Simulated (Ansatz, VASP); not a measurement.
# Two plane-wave programs on TiC

INCAR

```
SYSTEM = TiC
PREC = Accurate
ENCUT = 600
EDIFF = 1E-7
ISMEAR = 0
SIGMA = 0.1
LREAL = .False.
LASPH = .True.
NELM = 100
ALGO = Normal
ISIF = 3
LWAVE = .False.
LCHARG = .False.
GGA = PE
IBRION = 2
NSW = 100
EDIFFG = -0.01
```

KPOINTS

```
Automatic mesh
0
Gamma
  24 24 20
  0 0 0
```

File POSCAR:

```
TiC
1.0
    3.0428193647      0.0000000000      0.0000000000
   -1.5214096823      2.6351588689      0.0000000000
    0.0000000000      0.0000000000      2.6967849878
Ti C
1 1
Direct
    0.0000000000      0.0000000000      0.0000000000
    0.6666666667      0.3333333333      0.5000000000
```

Input for Ansatz:

```yaml
crystal:
  lattice:
    - [3.0428193647, 0.0, 0.0]
    - [-1.5214096823, 2.6351588689, 0.0]
    - [0.0, 0.0, 2.6967849878]
  atoms:
    - { symbol: Ti, position: [0.0, 0.0, 0.0] }
    - { symbol: C, position: [0.6666666667, 0.3333333333, 0.5] }
basis:
  ecutwfc: 420
kpoints:
  mp_grid: { grid: [24, 24, 20] }
hamiltonian:
  xc: pbe
scf:
  occupations: { method: gaussian, width: 0.1 }
output:
  forces: true
  stress: true
  eigenvalues: true
  write_density: true
  write_potential: true
  elf: true
  volumetric_format: npy
relax:
  adjacent_minimum: "off"
  f_tol: 0.01
  max_steps: 80
  cell: { stress_tol: 0.05 }
```

Alike in both runs: task relaxation of cell and atoms; functional PBE; k mesh 24 × 24 × 20; occupations gaussian, width 0.1 eV; no spin polarisation.

|  | VASP | Ansatz |
| --- | --- | --- |
| version | VASP 6.6.1 | Ansatz 0.2.0 |
| potentials or method | VASP PAW PBE potentials, release 64 (Ti_sv, C) | scalar-relativistic, plane waves, PAW |
| plane-wave cutoff (eV) | 600 | 420 |
| valence electrons in the cell | 16 | 16 |

VASP gave:

| Property | Result |
| --- | --- |
| gap on the k mesh at the Fermi level, each at its own relaxed structure (eV) | none |
| relaxed volume (Å³/atom) | 10.82 |
| relaxed cell length with the largest relative difference (Å) | 3.043 |

Task: Which values does Ansatz return?

Result: gap on the k mesh at the Fermi level, each at its own relaxed structure (eV): none; relaxed volume (Å³/atom): 10.81; relaxed cell length with the largest relative difference (Å): 3.042.

A gap of «none» marks a metal or a gap that the smearing closes.
